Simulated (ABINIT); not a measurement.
# Hf: band structure with r2SCAN

Crystal: Hf.

```
Hf
1.0
     3.19670    0.00000    0.00000
    -1.59835    2.76842    0.00000
     0.00000    0.00000    5.05780
Hf
2
Direct
  0.66667 0.33333 0.75000
  0.33333 0.66667 0.25000
```

* Program: ABINIT 10.8.3 (patched build)
* Task: band structure
* Functional: r2SCAN
* Potentials or basis: JTH PAW PBE v2.0
* Cutoff: 626 eV
* k mesh: 10 × 10 × 5
* Occupations: fermi-dirac, width 0.05 eV
* Spin: no spin polarisation
* Fine-grid cutoff: 1224.51 eV

```json
{"Pressure": "-0.3 GPa", "Band gap on the k mesh": "none (metal or under the smearing width)", "Valence electrons inside the program's atomic spheres": "Hf 9.46 (radii [1.2759] Å)"}
```

Stress tensor (GPa, compression positive):
```
 0.07  0.00  0.00
 0.00  0.07  0.00
 0.00  0.00 -0.99
```

Levels at the corners of the path, in eV from the Fermi level:
```csv
point,band 8,band 9,band 10,band 11,band 12,band 13,band 14,band 15,band 16,band 17
Γ,-31.33,-7.73,-3.84,0.44,1.33,1.33,1.62,2.20,2.20,2.92
M,-31.42,-3.48,-2.85,-2.32,-0.99,0.93,0.97,1.82,6.20,6.71
K,-31.65,-2.19,-1.94,-1.94,-1.57,0.44,0.44,2.24,5.48,5.48
Γ,-31.33,-7.73,-3.84,0.44,1.33,1.33,1.62,2.20,2.20,2.92
A,-31.39,-5.67,-5.67,0.15,0.15,1.23,1.23,1.23,1.23,5.13
L,-31.53,-3.52,-3.52,-1.02,-1.02,1.11,1.11,2.88,2.88,6.39
H,-31.47,-1.75,-1.75,-1.57,-1.57,-0.32,-0.32,2.77,2.77,5.34
A,-31.39,-5.67,-5.67,0.15,0.15,1.23,1.23,1.23,1.23,5.13
```

Run time: 80 s on 4 MPI ranks on Arm Neoverse V2, with other jobs on the host, peak memory 0.52 GiB a rank.

Caveat: the PAW data sets were made with another functional, which shifts forces and pressure a little; spin-orbit coupling is left out, which moves the levels of the heavy elements.
